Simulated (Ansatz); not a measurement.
Clusters are cut from relaxed bulk GaSb (F-43m, 29.99 Å³/atom, gap on the mesh 0.00 eV) and relaxed in a periodic box with vacuum; the excess energy counts from that bulk. Caps count from half an H2 molecule.

Computed with DFT PBE, scalar-relativistic, plane waves, PAW (Ansatz).

Cutoff 420 eV, Gaussian smearing of 0.05 eV, energies at zero smearing, symmetry of each start kept, no spin polarisation.

```
                start atoms k mesh excess energy (eV per host atom) gap on the mesh (eV) highest filled level or Fermi level under vacuum (eV)
Ga2Sb2H10, sphere cut     14   1×1×1                             0.982                  4.10                                                   6.19
Ga4Sb4H16, sphere cut     24   1×1×1                             0.774                  3.85                                                   6.31
Sb5Ga5H18, sphere cut     28   1×1×1                             0.699                  3.60                                                   6.10
```

Spin-orbit coupling is left out, which matters for the bands of heavy elements.

Each run keeps its start's symmetry and one magnetic start, so lower states can exist.

Cost: 3 runs of about 30 core-minutes in all, on Arm Neoverse V1 (shared hosts).